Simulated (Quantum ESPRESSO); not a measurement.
A run of Quantum ESPRESSO 7.5 is set up as follows.

The input pw.in:

```
&CONTROL
  calculation = 'scf'
  prefix = 'pwscf'
  outdir = './tmp'
  pseudo_dir = './pseudo'
  tprnfor = .true.
  tstress = .true.
  disk_io = 'low'
/
&SYSTEM
  ibrav = 0
  nat = 2
  ntyp = 2
  ecutwfc = 56
  nbnd = 16
  occupations = 'smearing'
  smearing = 'fd'
  degauss = 0.00367493
/
&ELECTRONS
  conv_thr = 4d-10
  electron_maxstep = 120
  mixing_beta = 0.5
/
ATOMIC_SPECIES
Pb   207.2000 Pb.upf
S     32.0600 S.upf
CELL_PARAMETERS angstrom
   0.0000000000    2.9657500000    2.9657500000
   2.9657500000    0.0000000000    2.9657500000
   2.9657500000    2.9657500000    0.0000000000
ATOMIC_POSITIONS angstrom
Pb     0.0000000000    0.0000000000    0.0000000000
S      2.9657500000    2.9657500000    2.9657500000
K_POINTS automatic
8 8 8 1 1 1
```

File gamma.in:

```
&CONTROL
  calculation = 'bands'
  prefix = 'pwscf'
  outdir = './tmp'
  pseudo_dir = './pseudo'
  disk_io = 'low'
  verbosity = 'high'
/
&SYSTEM
  ibrav = 0
  nat = 2
  ntyp = 2
  ecutwfc = 56
  nbnd = 16
  occupations = 'smearing'
  smearing = 'fd'
  degauss = 0.00367493
/
&ELECTRONS
  conv_thr = 1d-08
  electron_maxstep = 120
  mixing_beta = 0.5
  diago_full_acc = .true.
  startingwfc = 'random'
/
ATOMIC_SPECIES
Pb   207.2000 Pb.upf
S     32.0600 S.upf
CELL_PARAMETERS angstrom
   0.0000000000    2.9657500000    2.9657500000
   2.9657500000    0.0000000000    2.9657500000
   2.9657500000    2.9657500000    0.0000000000
ATOMIC_POSITIONS angstrom
Pb     0.0000000000    0.0000000000    0.0000000000
S      2.9657500000    2.9657500000    2.9657500000
K_POINTS crystal
1
0.0 0.0 0.0 1
```

scf2.in

```
&CONTROL
  calculation = 'scf'
  prefix = 'pwscf'
  outdir = './tmp'
  pseudo_dir = './pseudo'
  tprnfor = .true.
  tstress = .true.
  disk_io = 'low'
/
&SYSTEM
  ibrav = 0
  nat = 2
  ntyp = 2
  ecutwfc = 56
  nbnd = 16
  occupations = 'fixed'
/
&ELECTRONS
  conv_thr = 1d-13
  electron_maxstep = 120
  mixing_beta = 0.5
  startingpot = 'file'
/
ATOMIC_SPECIES
Pb   207.2000 Pb.upf
S     32.0600 S.upf
CELL_PARAMETERS angstrom
   0.0000000000    2.9657500000    2.9657500000
   2.9657500000    0.0000000000    2.9657500000
   2.9657500000    2.9657500000    0.0000000000
ATOMIC_POSITIONS angstrom
Pb     0.0000000000    0.0000000000    0.0000000000
S      2.9657500000    2.9657500000    2.9657500000
K_POINTS automatic
8 8 8 1 1 1
```

ph.in

```
dielectric of PbS
&INPUTPH
  prefix = 'pwscf'
  outdir = './tmp'
  tr2_ph = 1d-18
  fildyn = 'dyn'
  niter_ph = 90
  alpha_mix(1) = 0.7
  epsil = .true.
  trans = .false.
  zeu = .true.
/
0.0000000000 0.0000000000 0.0000000000
```

Potentials or basis: PseudoDojo 0.4.1 SR PBEsol standard.

Command:

```bash
$ OMP_NUM_THREADS=1 pw.x -in pw.in > pw.out
$ OMP_NUM_THREADS=1 pw.x -in gamma.in > gamma.out
$ OMP_NUM_THREADS=1 pw.x -in scf2.in > scf2.out
$ OMP_NUM_THREADS=1 ph.x -in ph.in > ph.out
```

**Question.** Predict the electronic dielectric tensor (diagonal).

**Answer.** 17.50.

**Question.** What does it give for the Born charges (mean of the diagonal)?

**Answer.** Pb +4.48; S -4.47 e.

**Question.** Estimate the pressure.

**Answer.** -0.8 GPa.

Electronic dielectric tensor:
```
17.50  0.00  0.00
 0.00 17.50  0.00
 0.00  0.00 17.50
```

The run has no spin-orbit coupling, so splittings on Pb are missing.

**Experimental background.**

From a printed reference work, monograph, for a bulk crystal of PbS at 300 K: high-frequency dielectric constant 17.2.

A measured high-frequency dielectric constant of PbS is 17.2 (300 K; a printed reference work, monograph); the calculated 17.50 misses it by +1.8 %.
